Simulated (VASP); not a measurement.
**Cu: relaxation of cell and atoms with PBE**

The system is Cu.

```
Cu
1.0
     2.55248    0.00000    0.00000
    -1.27624    2.21051    0.00000
     0.00000    0.00000    4.16905
Cu
2
Direct
  0.33333 0.66667 0.75000
  0.66667 0.33333 0.25000
```

The cell was built by a generator and needn't be a form met in nature.

```
Program                : VASP 6.6.1
Task                   : relaxation of cell and atoms
Functional             : PBE
Potentials or basis    : VASP PAW PBE potentials, release 64 (Cu)
Cutoff                 : 600 eV
k mesh                 : 18 × 18 × 10
Occupations            : gaussian, width 0.05 eV
Spin                   : no spin polarisation
Dipole correction      : no
Further INCAR settings : ALGO = Normal; EDIFF = 1e-06; IBRION = 2; EDIFFG = -0.01; NSW = 80; ISIF = 3
```

```
Relaxed volume                         : 12.02 Å³/atom
Relaxed cell                           : a = 2.571 Å, b = 2.571 Å, c = 4.198 Å, α = 90.00°, β = 90.00°, γ = 120.00°
Space group after relaxing (to 0.05 Å) : P6_3/mmc (No. 194)
Energy gained by relaxing              : 2.6 meV/atom
Ionic steps                            : 3
Pressure after relaxing                : 0.1 GPa
Band gap on the k mesh                 : none (metal or under the smearing width)
```

Stress tensor (GPa, compression positive):
```
 0.11  0.00  0.00
 0.00  0.11  0.00
 0.00  0.00 -0.01
```

Step by step:
| step | energy change (eV) | largest force (eV/Å) | pressure (GPa) | volume (Å³) |
| --- | --- | --- | --- | --- |
| 1 | 0.0000 | 0.0000 | 3.39 | 23.52 |
| 2 | -0.0032 | 0.0000 | -1.76 | 24.38 |
| 3 | -0.0051 | 0.0000 | 0.07 | 24.04 |

Final structure:
```cif
data_structure
_symmetry_space_group_name_H-M 'P 1'
_symmetry_Int_Tables_number 1
_cell_length_a 2.5713
_cell_length_b 2.5713
_cell_length_c 4.1978
_cell_angle_alpha 90.000
_cell_angle_beta 90.000
_cell_angle_gamma 120.000
_cell_volume 24.04
loop_
_atom_site_label
_atom_site_type_symbol
_atom_site_fract_x
_atom_site_fract_y
_atom_site_fract_z
_atom_site_occupancy
Cu1 Cu 0.33333 0.66667 0.75000 1
Cu2 Cu 0.66667 0.33333 0.25000 1
```

Levels at points of the mesh, in eV from the Fermi level:
| k point | band 7 | band 8 | band 9 | band 10 | band 11 | band 12 | band 13 | band 14 | band 15 |
| --- | --- | --- | --- | --- | --- | --- | --- | --- | --- |
| (0.00, 0.00, 0.00) | -2.65 | -2.38 | -2.38 | -1.65 | -1.65 | -0.88 | 3.74 | 21.27 | 21.53 |
| (0.50, 0.00, 0.00) | -2.61 | -1.56 | -1.52 | -1.46 | 0.07 | 1.58 | 7.74 | 8.08 | 10.62 |
| (0.00, 0.00, 0.50) | -2.89 | -2.89 | -1.87 | -1.87 | -1.87 | -1.87 | 12.37 | 12.37 | 21.96 |
| (0.50, 0.00, 0.50) | -1.81 | -1.81 | -1.50 | -1.50 | 0.58 | 0.58 | 4.80 | 4.80 | 15.98 |

Wall time 64 s on 1 thread of Intel(R) Xeon(R) 6975P-C (Granite Rapids) (shared host), peak memory 0.2 GiB.
